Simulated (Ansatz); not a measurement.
`Cc1cccc(O)c1` + H₂ → phenol + CH₄ at 700 K and 1 bar (hydrogenolysis of a C–C bond).

Isolated molecules relaxed with PBE0-D4/def2-TZVP in Ansatz; ΔE leaves out vibrations. CCSD(T)/CBS is the MP2 limit (def2-TZVPP, def2-QZVPP) plus CCSD(T) − MP2 in def2-TZVPP, frozen cores. This one scheme is used for every species. Each species was taken in one conformer, which may not be the lowest.

```tsv
species	CCSD(T)/CBS energy (Eh)	H − E (kJ/mol)	S (J/(mol·K))
`Cc1cccc(O)c1`	-346.36114	445.6	513.7
H₂	-1.17544	46.8	155.3
`Oc1ccccc1`	-307.09669	354.7	438.0
CH₄	-40.46206	145.9	224.0
```

H − E and S are ideal-gas, rigid-rotor, harmonic terms from PBE0-D4/def2-TZVP, for one conformer and one mirror image of each species. For small species the MP2-based limit differs from directly extrapolated CCSD(T) by up to some mEh (0.8 for H₂); such offsets cancel only in part. 1 Eh = 2625.50 kJ/mol, R = 8.31446 J/(mol·K).

Task: By hand: ΔE, ΔH, ΔS and ΔG.

Result: ΔE = (-307.09669) + (-40.46206) − (-346.36114) − (-1.17544) = -0.02217 Eh = -58.2 kJ/mol. Δ(H − E) = 354.7 + 145.9 − 445.6 − 46.8 = 8.2, so ΔH = -50.0 kJ/mol. ΔS = 438.0 + 224.0 − 513.7 − 155.3 = -7.0 J/(mol·K). ΔG = -50.0 − 700 × (-7.0)/1000 = -45.1 kJ/mol.

Task: By hand: the equilibrium constant, and the temperature at which ΔG would vanish if ΔH and ΔS stayed fixed.

Result: log₁₀ K = −ΔG/(RT ln 10) = 3.4. ΔG = 0 at ΔH/ΔS = 7143 K, far beyond where these terms or the molecules hold.

The number of gas molecules stays the same, so ΔS is small and ΔH decides. A doubt of 5 kJ/mol in ΔE shifts log₁₀ K by 0.4 here. Other conformers and mirror images would add mixing entropy, several J/(mol·K) or more a flexible species. Modes under 60 cm⁻¹, often nearly free rotors, make the harmonic entropy too high. These are equilibria of isolated gas molecules and say nothing of rates. Largest T1 diagnostic: 0.011 (customary marks: 0.02 for closed shells, 0.045 for open ones).
